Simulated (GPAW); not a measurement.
# GaN (P6_3mc) in GPAW: settings compared

One crystal, GaN, is run at these levels: PBE, LDA; tasks: band structure, dielectric tensor.

Everything below comes from runs of GPAW 26.7.0. Logs are shortened: lines on timing, memory, paths and dates and some standing lists are left out, and cuts for length are marked. The log counts tension as positive stress, the text compression.

**Measured values to compare with.**

“Studying electronic properties in GaN without electrical contacts using γ-γ vs e−-γ Perturbed Angular Correlations”, 2019, pmc:6823545 quotes, for a bulk crystal of GaN: band gap 3.503 ± 0.005 eV (direct).

How close the calculation comes is told below.

### Step 1. The structure

It takes space group P6_3mc (No. 186, hexagonal). The conventional cell has a = 3.180 Å, b = 3.180 Å, c = 5.166 Å, α = 90.00°, β = 90.00°, γ = 120.00°. Ga (site symmetry 3m) has 4 N at 1.94 to 1.95 Å as nearest neighbours. N (site symmetry 3m) is surrounded by 4 Ga at 1.94 to 1.95 Å.

### Step 2. Band structure, PBE

Input file run.py:

```python
from ase.dft.bandgap import bandgap
from ase.io import write
from ase.spacegroup import crystal
from ase.units import GPa
from gpaw import GPAW, PW, setup_paths

setup_paths.insert(0, '.')

# Ga 2b
# N 2b
atoms = crystal(['Ga', 'N'],
                basis=[[0.6666666667, 0.3333333333, 0.5],
                       [0.6666666667, 0.3333333333, 0.875]],
                spacegroup=186, setting=1,  # P6_3mc
                cellpar=[3.18, 3.18, 5.166, 90.0, 90.0, 120.0],
                primitive_cell=True)

calc = GPAW(mode=PW(800),
            xc='PBE',
            kpts={'size': (7, 7, 4), 'gamma': True},
            occupations={'name': 'fermi-dirac', 'width': 0.05},
            nbands=18,
            convergence={'density': 1e-05, 'energy': 1e-05},
            maxiter=150,
            txt='gpaw.txt')
atoms.calc = calc
energy = atoms.get_potential_energy()
forces = atoms.get_forces()
stress = atoms.get_stress()
calc.write('gs.gpw')
write('result.traj', atoms)
print(f'Energy: {energy:.6f} eV')
print('Forces (eV/A):')
print(forces.round(4))
print('Stress (GPa):', (stress / GPa).round(3))
print('Fermi level:', round(calc.get_fermi_level(), 4), 'eV')
print(f'Gap: {bandgap(calc)[0]:.4f} eV, direct: {bandgap(calc, direct=True)[0]:.4f} eV')

path = atoms.cell.bandpath('GMKGALHA,LM,KH', npoints=100, eps=1e-4)
bs_calc = calc.fixed_density(kpts=path, symmetry='off', nbands=29,
                             convergence={'bands': 'CBM+6.0', 'eigenstates': 1e-6}, txt='bands.txt')
bs = bs_calc.band_structure()
bs.write('bs.json')
print(f'Gap on the path: {bandgap(bs_calc)[0]:.4f} eV')
```

Potentials or basis: PAW data sets generated in the run's folder for this functional, pw.

Run with:

```bash
$ gpaw-setup -f PBE Ga N
$ OMP_NUM_THREADS=1 python run.py
```

gpaw.txt:

```text
__  _  _
 | _ |_)|_||  |
 |__||  | ||/\| - 26.7.0

Input parameters:
  mode=PW(ecut=800.0),
  convergence={'density': 1e-05, 'energy': 1e-05},
  kpts=MonkhorstPack(size=(7, 7, 4), gamma=True),
  maxiter=150,
  nbands=18,
  occupations=Occupations(name='fermi-dirac', width=0.05),
  xc=XC(name='PBE')

Diagonalizing LCAO Hamiltonian
Converting LCAO to pw mode

           N

           Ga
        N

        Ga

Atoms  # Å, Bohr magnetons
|   | symbol |         x |        y |        z |    initial magnetic moments |
|---|--------|-----------|----------|----------|-----------------------------|
| 0 |     Ga |  1.590000 | 0.917987 | 2.583000 | ( 0.0000,  0.0000,  0.0000) |
| 1 |     Ga | -0.000000 | 1.835974 | 0.000000 | ( 0.0000,  0.0000,  0.0000) |
| 2 |      N |  1.590000 | 0.917987 | 4.520250 | ( 0.0000,  0.0000,  0.0000) |
| 3 |      N | -0.000000 | 1.835974 | 1.937250 | ( 0.0000,  0.0000,  0.0000) |

Unit cell  # Å
| periodic |         x |        y |        z |  lengths |     angles |
|----------|-----------|----------|----------|----------|------------|
|      yes |  3.180000 | 0.000000 | 0.000000 | 3.180000 |  90.000000 |
|      yes | -1.590000 | 2.753961 | 0.000000 | 3.180000 |  90.000000 |
|      yes |  0.000000 | 0.000000 | 5.166000 | 5.166000 | 120.000000 |

Number of symmetries: 6
Symmetry operations  # r_c * U_cc + t_c -> r_c
|   | kind |            matrix            |
|---|------|------------------------------|
| 0 |  σ   |  1, 1, 0,  0,-1, 0,  0, 0, 1 |
| 1 |  E   |  1, 0, 0,  0, 1, 0,  0, 0, 1 |
| 2 |  C3  |  0, 1, 0, -1,-1, 0,  0, 0, 1 |
| 3 |  σ   |  0,-1, 0, -1, 0, 0,  0, 0, 1 |
| 4 |  σ   | -1, 0, 0,  1, 1, 0,  0, 0, 1 |
| 5 |  C3  | -1,-1, 0,  1, 0, 0,  0, 0, 1 |

BZ-sampling:
  Number of BZ points: 196
  Number of IBZ points: 28

  Monkhorst-Pack size: [7, 7, 4]
  Monkhorst-Pack shift: [0.0, 0.0, 0.125]

K-points  # in reciprocal-cell coordinates
|     |                                coordinates |     weight |
|-----|--------------------------------------------|------------|
|   0 | (  0.00000000,   0.00000000,   0.00000000) | 0.00510204 |
|   1 | (  0.00000000,   0.00000000,   0.25000000) | 0.01020408 |
|   2 | (  0.00000000,   0.00000000,   0.50000000) | 0.00510204 |
|   3 | (  0.14285714,   0.00000000,  -0.25000000) | 0.03061224 |
|   4 | (  0.14285714,   0.00000000,   0.00000000) | 0.03061224 |
|   5 | (  0.14285714,   0.00000000,   0.25000000) | 0.03061224 |
|   6 | (  0.14285714,   0.00000000,   0.50000000) | 0.03061224 |
|   7 | (  0.28571429,  -0.14285714,   0.00000000) | 0.03061224 |
|   8 | (  0.28571429,  -0.14285714,   0.25000000) | 0.06122449 |
|   9 | (  0.28571429,  -0.14285714,   0.50000000) | 0.03061224 |
| ... |                                            |            |
|  27 | (  0.42857143,   0.42857143,   0.50000000) | 0.03061224 |

Plane wave coefficients: 2352
Cutoff: 800.0 eV

Spin-components: 1 (collinear spins)
Bands:           18
Projectors:      20
Spin-degeneracy: 2
Datatype:        complex128

Parallelization:
  kpt:    1
  domain: 1
  band:   1

Density:
  Valence electrons: 16.0
  Components: 1
  Grid points: [21 21 35]
  Charge: 0.0  # |e|

Potential:
  Grid points: [21 21 35]

species:
  Ga:
    name:    Gallium
    Z:       31.0
    valence: 3
    core:    28
    charge:  0.0  # [|e|]
    compensation charges:
      type: gauss
      rc: 0.37  # [Å]
      lmax: 2
    cutoffs:
      filter: 2.06  # [Å]
      core: 4.17  # [Å]
    projectors
    | kind |    occ | energy [eV] | rcut [Å] |
    |------|--------|-------------|----------|
    |   4s |  2.000 |      -8.945 |    1.164 |
    |   4p |  1.000 |      -2.580 |    1.164 |
    |    s |        |      18.266 |    1.164 |
    |    p |        |      24.631 |    1.164 |
    |    d |        |       0.000 |    1.164 |

    Using partial waves for Ga as LCAO basis

  N:
    name:    Nitrogen
    Z:       7.0
    valence: 5
    core:    2
    charge:  0.0  # [|e|]
    compensation charges:
      type: gauss
      rc: 0.18  # [Å]
      lmax: 2
    cutoffs:
      filter: 1.11  # [Å]
      core: 0.96  # [Å]
    projectors
    | kind |    occ | energy [eV] | rcut [Å] |
    |------|--------|-------------|----------|
    |   2s |  2.000 |     -18.583 |    0.603 |
    |   2p |  3.000 |      -7.089 |    0.529 |
    |    s |        |       8.629 |    0.603 |
    |    p |        |      20.123 |    0.529 |
    |    d |        |       0.000 |    0.577 |

    Using partial waves for N as LCAO basis

Reference energy: -108732.787729  # eV

eigensolver:
  PPCG
  Converge bands: occupied
  niter=2

density mixing:
  MSR1-Mixer
  Pratt-step length: 0.05
  Maximum mixing coefficient: 0.75
  Old densities: 10
  SVD Regularization: 0.005
  Good broyden scale: 1.0
  Trust region scale: 1.0
  Backstep threshold: 4.0
  History deletion threshold: 6.0
  Fourier metric: weight=20.0, sigma=0.015

occupation numbers:
  Fermi-Dirac:
    width: 0.0500  # eV

poisson solver:
  ecut: 6400.0  # eV

xc functional:
  name: PBE with 2 nearest neighbor stencil

convergence criteria:
- Maximum integral of absolute [dens]ity change: 1e-05 electrons / valence electron
- Maximum [total energy] change in last 3 cyles: 1e-05 eV / valence electron
- Maximum integral of absolute [eigenst]ate change: 4e-08 eV^2 / valence electron
maximum number of iterations: 150

SCF iterations
|iter     | |      energy | eigst |  dens |
|---------|-|-------------|-------|-------|
|iter:   1| |  -27.816456 | -0.16 |       |
|iter:   2| |  -26.826751 | -1.84 | -0.56 |
|iter:   3| |  -24.140275 | -0.52 | -0.62 |
|iter:   4| |  -24.139400 | -2.89 | -1.29 |
|iter:   5| |  -24.141163 | -3.46 | -1.56 |
|iter:   6| |  -24.141185 | -5.45 | -2.88 |
|iter:   7| |  -24.141204c| -6.19 | -3.20 |
|iter:   8| |  -24.141204c| -7.79c| -4.27 |
|iter:   9| |  -24.141204c| -7.70c| -4.66 |
|iter:  10| |  -24.141204c| -8.12c| -4.94 |
|iter:  11| |  -24.141204c| -9.28c| -5.80c|

Converged in 11 steps
Energy contributions relative to reference atoms: (reference = -108732.787729)

Energy contributions:
  Kinetic:          71.699300
  Coulomb:         -62.853669
  Zero:              0.305865
  External:          0.000000
  Xc:              -33.292700
  Entropy:          -0.000000
  Spinorbit:         0.000000
  ----------------------------
  Free energy:     -24.141204
  Extrapolated:    -24.141204

dipole moment: (-0.000024, -0.000039, -11.607207)  # |e|*Ang

Fermi level: 7.513
Eigenvalues  # (at kpt = [0.000, 0.000, 0.000])
| band index |      eig [eV] | occ [0-2] |
|------------|---------------|-----------|
|          0 |        -9.434 |     2.000 |
|          1 |        -7.047 |     2.000 |
|          2 |        -0.533 |     2.000 |
|          3 |         5.504 |     2.000 |
|          4 |         5.504 |     2.000 |
|          5 |         6.500 |     2.000 |
[... 8 lines left out ...]
|         14 |        18.412 |     0.000 |
|         15 |        18.412 |     0.000 |
|        ... |               |           |
|         17 |        21.832 |     0.000 |

Gap: 2.085 eV
Transition (v -> c):
  (s=0, k=0, n=7, [0.00, 0.00, 0.00]) -> (s=0, k=0, n=8, [0.00, 0.00, 0.00])
No difference between direct/indirect transitions

Forces  # eV/Ang
|        x |       y |        z |
|----------|---------|----------|
| -0.00000 | 0.00000 | -0.18139 |  # Ga   0
|  0.00000 | 0.00000 | -0.18135 |  # Ga   1
|  0.00000 | 0.00000 |  0.18132 |  # N    2
|  0.00000 | 0.00000 |  0.18042 |  # N    3

Stress tensor  # eV/Ang^3
|         x |         y |         z |
|-----------|-----------|-----------|
| -0.090673 |  0.000000 | -0.000000 |
|  0.000000 | -0.090673 |  0.000000 |
| -0.000000 |  0.000000 | -0.104509 |

# Writing to gs.gpw (mode='')
```

Run time: 54 s. Hardware: 1 thread of Intel Xeon Platinum 8488C (Sapphire Rapids), shared host; peak memory 0.37 GiB.

What came out:

```yaml
Free_energy: -24.1412 eV
Pressure: 15.3 GPa
Largest_force: 0.181 eV/Å
Band_gap_on_the_k_mesh: 2.08 eV, direct
Band_gap_along_the_path: 2.08 eV, direct
```

Forces on the atoms (eV/Å):
```
Ga   0.000  0.000 -0.181
Ga   0.000  0.000 -0.181
N    0.000  0.000  0.181
N    0.000  0.000  0.180
```

Levels at the corners of the path, in eV from the valence-band top:
| point | band 4 | band 5 | band 6 | band 7 | band 8 | band 9 | band 10 | band 11 | band 12 |
| --- | --- | --- | --- | --- | --- | --- | --- | --- | --- |
| Γ | -1.05 | -1.05 | -0.06 | 0.00 | 0.00 | 2.08 | 4.41 | 9.36 | 10.01 |
| M | -5.29 | -4.25 | -2.73 | -2.28 | -0.97 | 5.16 | 5.71 | 6.17 | 8.79 |
| K | -5.30 | -5.30 | -3.05 | -3.05 | -2.74 | 5.19 | 8.01 | 8.01 | 8.51 |
| Γ | -1.05 | -1.05 | -0.06 | 0.00 | 0.00 | 2.08 | 4.41 | 9.36 | 10.01 |
| A | -3.97 | -0.54 | -0.54 | -0.54 | -0.54 | 4.41 | 4.41 | 8.65 | 8.65 |
| L | -6.65 | -1.94 | -1.94 | -1.92 | -1.92 | 4.51 | 4.51 | 7.94 | 7.94 |
| H | -6.18 | -4.24 | -4.24 | -1.47 | -1.47 | 6.59 | 6.59 | 7.41 | 7.41 |
| A | -3.97 | -0.54 | -0.54 | -0.54 | -0.54 | 4.41 | 4.41 | 8.65 | 8.65 |
| L | -6.65 | -1.94 | -1.94 | -1.92 | -1.92 | 4.51 | 4.51 | 7.94 | 7.94 |
| M | -5.29 | -4.25 | -2.73 | -2.28 | -0.97 | 5.16 | 5.71 | 6.17 | 8.79 |
| K | -5.30 | -5.30 | -3.05 | -3.05 | -2.74 | 5.19 | 8.01 | 8.01 | 8.51 |
| H | -6.18 | -4.24 | -4.24 | -1.47 | -1.47 | 6.59 | 6.59 | 7.41 | 7.41 |

Caveat: so large a pressure means that the cell lies far from this level's equilibrium, or that cutoff or potentials fall short.

[end of part 1 of 2]
